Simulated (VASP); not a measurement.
VASP 6.6.1 run: C

INCAR

```
EDIFF = 1E-7
BMIX = 0.0001
NELM = 94
LWAVE = .FALSE.
LASPH = .TRUE.
SIGMA = 0.02
GGA = CA
ISIF = 2
IBRION = -1
NBANDS = 11
ENCUT = 520
ISMEAR = -1
LREAL = .FALSE.
AMIX = 0.2
PREC = Accurate
NSW = 0
LCHARG = .FALSE.
```

KPOINTS

```
KPOINTS created by Atomic Simulation Environment
0
Gamma
10 10 10
0 0 0
```

POSCAR

```
C
 1.0000000000000000
    -0.0919000000000000    1.7999000000000001    1.8365000000000000
     1.7354000000000001   -0.0213000000000000    1.7658000000000000
     1.7262000000000000    1.7200000000000000   -0.0120000000000000
 C
   2
Cartesian
  1.7955003300000001  1.7356338700000000  0.3674981100000000
  1.0159227000000000  0.7810671299999999  0.8348836600000000
```

The recommended LDA PAW datasets give the neutral cell 8 valence electrons.

Command

```
mpirun -np 1 vasp_std
```

Question: How does this run end, and what does it give?

Answer: It converged. Results: gap between bands v and c on the k mesh -1.06 eV (bands overlap: a metal); least direct gap on the k mesh 0.16 eV; pressure 65.4 GPa; largest force 8.55 eV/Å. Band v is the last that the valence electrons fill when counted band by band, and c is the next.

OSZICAR

```
N       E                     dE             d eps       ncg     rms          rms(c)
DAV:   1    -0.772674182412E+00   -0.77267E+00   -0.43610E+03 11557   0.670E+02
DAV:   2    -0.188027539777E+02   -0.18030E+02   -0.17501E+02 13689   0.127E+02
DAV:   3    -0.191238840289E+02   -0.32113E+00   -0.32061E+00 13114   0.130E+01
DAV:   4    -0.191244248585E+02   -0.54083E-03   -0.54082E-03 11991   0.703E-01
DAV:   5    -0.191244257852E+02   -0.92673E-06   -0.92840E-06 12994   0.259E-02    0.714E+00
DAV:   6    -0.184773002535E+02    0.64713E+00   -0.22348E-01 11945   0.327E+00    0.547E+00
DAV:   7    -0.177879587488E+02    0.68934E+00   -0.15790E+00 12288   0.867E+00    0.160E+00
DAV:   8    -0.177882341455E+02   -0.27540E-03   -0.37684E-02 12249   0.162E+00    0.276E-01
DAV:   9    -0.177876082492E+02    0.62590E-03   -0.12342E-03 12632   0.255E-01    0.618E-02
DAV:  10    -0.177875997481E+02    0.85011E-05   -0.58661E-05 12680   0.633E-02    0.523E-02
DAV:  11    -0.177875960674E+02    0.36807E-05   -0.10751E-05 11919   0.236E-02    0.765E-03
DAV:  12    -0.177875959352E+02    0.13220E-06   -0.10045E-06 12021   0.647E-03    0.640E-03
DAV:  13    -0.177875958299E+02    0.10531E-06   -0.25685E-07 11871   0.373E-03    0.339E-04
DAV:  14    -0.177875958296E+02    0.24420E-09   -0.45032E-09  5733   0.609E-04
   1 F= -.17787596E+02 E0= -.17787502E+02  d E =-.187763E-03
```

For comparison, a separate LDA run of the intended cell, on usual settings and not on those above, gives a gap of -1.06 eV on its mesh and a pressure of 65.4 GPa.
